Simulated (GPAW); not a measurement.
# Cr (Im-3m) in GPAW: further runs, part 3 of 3

GPAW 26.7.0. The steps go on from the part before.

**4. Band structure, PBEsol, collinear spin, ferromagnetic start**

Contents of run.py:

```python
from ase.dft.bandgap import bandgap
from ase.io import read, write
from ase.units import GPa
from gpaw import GPAW, PW, setup_paths

setup_paths.insert(0, '.')

atoms = read('POSCAR')
atoms.set_initial_magnetic_moments([3.0])

calc = GPAW(mode=PW(600),
            xc='PBEsol',
            kpts={'size': (12, 12, 12), 'gamma': True},
            occupations={'name': 'fermi-dirac', 'width': 0.05},
            nbands=11,
            convergence={'density': 1e-05, 'energy': 1e-05},
            maxiter=150,
            txt='gpaw.txt')
atoms.calc = calc
energy = atoms.get_potential_energy()
forces = atoms.get_forces()
stress = atoms.get_stress()
calc.write('gs.gpw')
write('result.traj', atoms)
print(f'Energy: {energy:.6f} eV')
print('Forces (eV/A):')
print(forces.round(4))
print('Stress (GPa):', (stress / GPa).round(3))
print('Moments:', calc.get_magnetic_moments().round(3))
print('Fermi level:', round(calc.get_fermi_level(), 4), 'eV')
print(f'Gap: {bandgap(calc)[0]:.4f} eV, direct: {bandgap(calc, direct=True)[0]:.4f} eV')

path = atoms.cell.bandpath('GHNGPH,PN', npoints=60, eps=1e-4)
bs_calc = calc.fixed_density(kpts=path, symmetry='off', nbands=18,
                             convergence={'bands': 'CBM+6.0', 'eigenstates': 1e-6}, txt='bands.txt')
bs = bs_calc.band_structure()
bs.write('bs.json')
print(f'Gap on the path: {bandgap(bs_calc)[0]:.4f} eV')
```

Contents of POSCAR:

```
Cr
1.0
   -1.4844496776      1.4844496776      1.4844496776
    1.4844496776     -1.4844496776      1.4844496776
    1.4844496776      1.4844496776     -1.4844496776
Cr
1
Direct
    0.0000000000      0.0000000000      0.0000000000
```

Potentials or basis: PAW data sets generated in the run's folder for this functional, pw.

Launch:

```sh
gpaw-setup -f PBEsol Cr
OMP_NUM_THREADS=1 python run.py
```

gpaw.txt:

```text
__  _  _
 | _ |_)|_||  |
 |__||  | ||/\| - 26.7.0

Input parameters:
  mode=PW(ecut=600.0),
  convergence={'density': 1e-05, 'energy': 1e-05},
  kpts=MonkhorstPack(size=(12, 12, 12), gamma=True),
  maxiter=150,
  nbands=11,
  occupations=Occupations(name='fermi-dirac', width=0.05),
  xc=XC(name='PBEsol')

Diagonalizing LCAO Hamiltonian
Converting LCAO to pw mode

       Cr

Atoms  # Å, Bohr magnetons
|   | symbol |        x |        y |        z |    initial magnetic moments |
|---|--------|----------|----------|----------|-----------------------------|
| 0 |     Cr | 0.000000 | 0.000000 | 0.000000 | ( 0.0000,  0.0000,  3.0000) |

Unit cell  # Å
| periodic |         x |         y |         z |  lengths |     angles |
|----------|-----------|-----------|-----------|----------|------------|
|      yes | -1.484450 |  1.484450 |  1.484450 | 2.571142 | 109.471221 |
|      yes |  1.484450 | -1.484450 |  1.484450 | 2.571142 | 109.471221 |
|      yes |  1.484450 |  1.484450 | -1.484450 | 2.571142 | 109.471221 |

Number of symmetries: 48
Symmetry operations  # r_c * U_cc + t_c -> r_c
|    | kind |            matrix            |
|----|------|------------------------------|
|  0 |  σ   |  1, 1, 1,  0, 0,-1,  0,-1, 0 |
|  1 |  C4  |  1, 1, 1,  0, 0,-1, -1, 0, 0 |
|  2 |  C2  |  1, 1, 1,  0,-1, 0,  0, 0,-1 |
|  3 |  S6  |  1, 1, 1,  0,-1, 0, -1, 0, 0 |
|  4 |  S6  |  1, 1, 1, -1, 0, 0,  0, 0,-1 |
|  5 |  C4  |  1, 1, 1, -1, 0, 0,  0,-1, 0 |
|  6 |  E   |  1, 0, 0,  0, 1, 0,  0, 0, 1 |
|  7 |  σ   |  1, 0, 0,  0, 1, 0, -1,-1,-1 |
|  8 |  σ   |  1, 0, 0,  0, 0, 1,  0, 1, 0 |
|  9 |  C3  |  1, 0, 0,  0, 0, 1, -1,-1,-1 |
| 10 |  C3  |  1, 0, 0, -1,-1,-1,  0, 1, 0 |
| 11 |  σ   |  1, 0, 0, -1,-1,-1,  0, 0, 1 |
| 12 |  σ   |  0, 1, 0,  1, 0, 0,  0, 0, 1 |
| 13 |  C2  |  0, 1, 0,  1, 0, 0, -1,-1,-1 |
| 14 |  C3  |  0, 1, 0,  0, 0, 1,  1, 0, 0 |
| 15 |  S4  |  0, 1, 0,  0, 0, 1, -1,-1,-1 |
| 16 |  S4  |  0, 1, 0, -1,-1,-1,  1, 0, 0 |
| 17 |  C3  |  0, 1, 0, -1,-1,-1,  0, 0, 1 |
| 18 |  C3  |  0, 0, 1,  1, 0, 0,  0, 1, 0 |
| 19 |  S4  |  0, 0, 1,  1, 0, 0, -1,-1,-1 |
| 20 |  σ   |  0, 0, 1,  0, 1, 0,  1, 0, 0 |
| 21 |  C3  |  0, 0, 1,  0, 1, 0, -1,-1,-1 |
| 22 |  C2  |  0, 0, 1, -1,-1,-1,  1, 0, 0 |
| 23 |  S4  |  0, 0, 1, -1,-1,-1,  0, 1, 0 |
| 24 |  C4  |  0, 0,-1,  1, 1, 1,  0,-1, 0 |
| 25 |  σ   |  0, 0,-1,  1, 1, 1, -1, 0, 0 |
| 26 |  S6  |  0, 0,-1,  0,-1, 0,  1, 1, 1 |
| 27 |  C2  |  0, 0,-1,  0,-1, 0, -1, 0, 0 |
[... 111 lines left out ...]

occupation numbers:
  Fermi-Dirac:
    width: 0.0500  # eV

poisson solver:
  ecut: 4800.0  # eV

xc functional:
  name: PBEsol with 2 nearest neighbor stencil

convergence criteria:
- Maximum integral of absolute [dens]ity change: 1e-05 electrons / valence electron
- Maximum [total energy] change in last 3 cyles: 1e-05 eV / valence electron
- Maximum integral of absolute [eigenst]ate change: 4e-08 eV^2 / valence electron
maximum number of iterations: 150

SCF iterations
|iter     | |      energy | eigst |  dens |  magmom |
|---------|-|-------------|-------|-------|---------|
|iter:   1| |   -8.946049 | -0.24 |       |  +2.9979|
|iter:   2| |   -8.981385 | -1.88 | -0.46 |  +2.9170|
|iter:   3| |   -9.679473 | -1.72 | -0.48 |  +1.3118|
|iter:   4| |   -9.834650 | -1.68 | -0.71 |  -0.1844|
|iter:   5| |   -9.850922 | -2.32 | -1.12 |  -0.1384|
|iter:   6| |   -9.850905 | -2.82 | -1.48 |  +0.3227|
|iter:   7| |   -9.862318 | -2.68 | -1.27 |  -0.0779|
|iter:   8| |   -9.862474 | -3.45 | -1.69 |  -0.0040|
|iter:   9| |   -9.862553 | -5.06 | -2.55 |  -0.0057|
|iter:  10| |   -9.862576 | -5.44 | -2.91 |  +0.0023|
|iter:  11| |   -9.862579c| -6.77 | -3.40 |  -0.0006|
|iter:  12| |   -9.862578c| -8.12c| -3.96 |  +0.0001|
|iter:  13| |   -9.862579c| -8.42c| -4.83 |  -0.0000|
|iter:  14| |   -9.862579c| -9.04c| -5.55c|  -0.0000|

Converged in 14 steps
Energy contributions relative to reference atoms: (reference = -28553.124111)

Energy contributions:
  Kinetic:         -26.172090
  Coulomb:          18.404734
  Zero:              0.196288
  External:          0.000000
  Xc:               -2.288550
  Entropy:          -0.005923
  Spinorbit:         0.000000
  ----------------------------
  Free energy:      -9.865540
  Extrapolated:     -9.862579

dipole moment: (-3.682222, -3.682222, -3.682222)  # |e|*Ang

Total magnetic moment: (0.000000, 0.000000, -0.000001)

Local magnetic moments
|        x |        y |        z |
|----------|----------|----------|
| 0.000000 | 0.000000 | 0.000000 |  # Cr   0

Fermi level: 9.366
Eigenvalues  # (at kpt = [-0.000, -0.000, -0.000])
| band index |      eig [eV] | occ [0-1] |      eig [eV] | occ [0-1] |
|------------|---------------|-----------|---------------|-----------|
|          0 |         2.063 |     1.000 |         2.063 |     1.000 |
|          1 |         8.646 |     1.000 |         8.646 |     1.000 |
|          2 |         8.646 |     1.000 |         8.646 |     1.000 |
|          3 |         8.646 |     1.000 |         8.646 |     1.000 |
|          4 |        10.318 |     0.000 |        10.318 |     0.000 |
|          5 |        10.318 |     0.000 |        10.318 |     0.000 |
|          6 |        21.042 |     0.000 |        21.042 |     0.000 |
|          7 |        21.042 |     0.000 |        21.042 |     0.000 |
|          8 |        21.042 |     0.000 |        21.042 |     0.000 |
|          9 |        31.205 |     0.000 |        31.205 |     0.000 |
|         10 |        31.443 |     0.000 |        31.443 |     0.000 |

No gap
No difference between direct/indirect transitions

Forces  # eV/Ang
|       x |       y |        z |
|---------|---------|----------|
| 0.00000 | 0.00000 | -0.00000 |  # Cr   0

Stress tensor  # eV/Ang^3
|         x |         y |         z |
|-----------|-----------|-----------|
|  0.202989 | -0.000000 | -0.000000 |
| -0.000000 |  0.202989 |  0.000000 |
| -0.000000 |  0.000000 |  0.202989 |

# Writing to gs.gpw (mode='')
```

bands.txt:

```text
Diagonalizing LCAO Hamiltonian
Converting LCAO to pw mode
convergence criteria:
- Maximum integral of absolute [eigenst]ate change: 1e-06 eV^2 / valence electron
maximum number of iterations: 150

SCF iterations
|iter     | |      energy | eigst |  dens |  magmom |
|---------|-|-------------|-------|-------|---------|
|iter:   1| |             | -0.30 |       |  -0.0000|
[... 65 lines left out ...]
         [ 0.25      ,  0.25      ,  0.25      ],
         [ 0.20833333,  0.20833333,  0.29166667],
         [ 0.16666667,  0.16666667,  0.33333333],
         [ 0.125     ,  0.125     ,  0.375     ],
         [ 0.08333333,  0.08333333,  0.41666667],
         [ 0.04166667,  0.04166667,  0.45833333],
         [ 0.        ,  0.        ,  0.5       ]])),
  maxiter=150,
  nbands=18,
  occupations=Occupations(name='fermi-dirac', width=0.05),
  symmetry=Symmetry(point_group=False, time_reversal=False),
  xc=XC(name='PBEsol')
```

Wall time 47 s (1 thread of Intel Xeon Platinum 8259CL at 2.50GHz (Skylake/Cascade Lake), shared host); peak memory 0.17 GiB.

Results:

| Quantity | Value |
| --- | --- |
| Free energy | -9.8655 eV |
| Pressure | -32.5 GPa |
| Band gap along the path | none (metal or under the smearing width) |
| Net moment | 0.00 μB per cell |

Levels at the corners of the path, in eV from the Fermi level:
Spin up:
```
point  band 1  band 2  band 3  band 4  band 5  band 6
    Γ   -7.30   -0.72   -0.72   -0.72    0.95    0.95
    H   -3.54   -3.54    2.07    2.07    2.07    9.27
    N   -3.76   -1.99    0.95    0.95    1.21    2.40
    Γ   -7.30   -0.72   -0.72   -0.72    0.95    0.95
    P   -1.96   -1.96   -1.96    1.26    1.26    9.04
    H   -3.54   -3.54    2.07    2.07    2.07    9.27
    P   -1.96   -1.96   -1.96    1.26    1.26    9.04
    N   -3.76   -1.99    0.95    0.95    1.21    2.40
```
Spin down:
```tsv
point	band 1	band 2	band 3	band 4	band 5	band 6
Γ	-7.30	-0.72	-0.72	-0.72	0.95	0.95
H	-3.54	-3.54	2.07	2.07	2.07	9.27
N	-3.76	-1.99	0.95	0.95	1.21	2.40
Γ	-7.30	-0.72	-0.72	-0.72	0.95	0.95
P	-1.96	-1.96	-1.96	1.26	1.26	9.04
H	-3.54	-3.54	2.07	2.07	2.07	9.27
P	-1.96	-1.96	-1.96	1.26	1.26	9.04
N	-3.76	-1.99	0.95	0.95	1.21	2.40
```

Caveat: the starting moments collapsed, and a magnetic state may lie lower; a pressure of tens of GPa on the cell as given is suspect, and the run, the potentials or the cell itself is likely at fault.

**5. Band structure, RPBE, collinear spin, ferromagnetic start**

Edit run.py of step 4 so:

```diff
@@ -2,8 +2,7 @@
 from ase.io import read, write
-from ase.units import GPa
-from gpaw import GPAW, PW, setup_paths
+from ase.units import Bohr, GPa
+from gpaw import GPAW, PW
+from gpaw.elf import elf_from_dft_calculation
 
-setup_paths.insert(0, '.')
-
-atoms = read('POSCAR')
+atoms = read('Cr.xyz')
 atoms.set_initial_magnetic_moments([3.0])
@@ -11,3 +10,3 @@
 calc = GPAW(mode=PW(600),
-            xc='PBEsol',
+            xc='RPBE',
             kpts={'size': (12, 12, 12), 'gamma': True},
@@ -32,3 +31,9 @@
 
-path = atoms.cell.bandpath('GHNGPH,PN', npoints=60, eps=1e-4)
+# fields on the real-space grid
+write('density.cube', atoms, data=calc.get_pseudo_density() * Bohr**3)
+write('potential.cube', atoms, data=calc.get_electrostatic_potential())
+write('spin.cube', atoms, data=(calc.get_pseudo_density(spin=0) - calc.get_pseudo_density(spin=1)) * Bohr**3)
+write('elf.cube', atoms, data=elf_from_dft_calculation(calc).data)
+
+path = atoms.cell.bandpath('GHNGPH,PN', npoints=100, eps=1e-4)
 bs_calc = calc.fixed_density(kpts=path, symmetry='off', nbands=18,
```

Contents of Cr.xyz:

```xyz
1
Lattice="-1.4844496776 1.4844496776 1.4844496776 1.4844496776 -1.4844496776 1.4844496776 1.4844496776 1.4844496776 -1.4844496776" Properties=species:S:1:pos:R:3 pbc="T T T"
Cr     0.0000000000      0.0000000000      0.0000000000
```

Potentials or basis: the program's PAW data sets (release 1.2.1) made for this functional, pw.

Launch:

```sh
OMP_NUM_THREADS=1 python run.py
```

Run time: 46 s. Hardware: 1 thread of Intel Xeon Platinum 8259CL at 2.50GHz (Skylake/Cascade Lake), shared host; peak memory 0.18 GiB.

It converged, with:

```yaml
Free_energy: -8.7398 eV
Pressure: -20.7 GPa
Band_gap_along_the_path: none (metal or under the smearing width)
Net_moment: 0.00 μB per cell
```

Levels at the corners of the path, in eV from the Fermi level:
Spin up:
```tsv
point	band 1	band 2	band 3	band 4	band 5	band 6
Γ	-7.27	-0.73	-0.73	-0.73	0.99	0.99
H	-3.49	-3.49	2.03	2.03	2.03	9.21
N	-3.72	-1.99	0.95	0.97	1.25	2.35
Γ	-7.27	-0.73	-0.73	-0.73	0.99	0.99
P	-1.96	-1.96	-1.96	1.30	1.30	8.97
H	-3.49	-3.49	2.03	2.03	2.03	9.21
P	-1.96	-1.96	-1.96	1.30	1.30	8.97
N	-3.72	-1.99	0.95	0.97	1.25	2.35
```
Spin down:
| point | band 1 | band 2 | band 3 | band 4 | band 5 | band 6 |
| --- | --- | --- | --- | --- | --- | --- |
| Γ | -7.27 | -0.73 | -0.73 | -0.73 | 0.99 | 0.99 |
| H | -3.49 | -3.49 | 2.03 | 2.03 | 2.03 | 9.21 |
| N | -3.72 | -1.99 | 0.95 | 0.97 | 1.25 | 2.35 |
| Γ | -7.27 | -0.73 | -0.73 | -0.73 | 0.99 | 0.99 |
| P | -1.96 | -1.96 | -1.96 | 1.30 | 1.30 | 8.97 |
| H | -3.49 | -3.49 | 2.03 | 2.03 | 2.03 | 9.21 |
| P | -1.96 | -1.96 | -1.96 | 1.30 | 1.30 | 8.97 |
| N | -3.72 | -1.99 | 0.95 | 0.97 | 1.25 | 2.35 |

Caveat: the starting moments collapsed, and a magnetic state may lie lower; so large a pressure means that the cell lies far from this level's equilibrium, or that cutoff or potentials fall short.
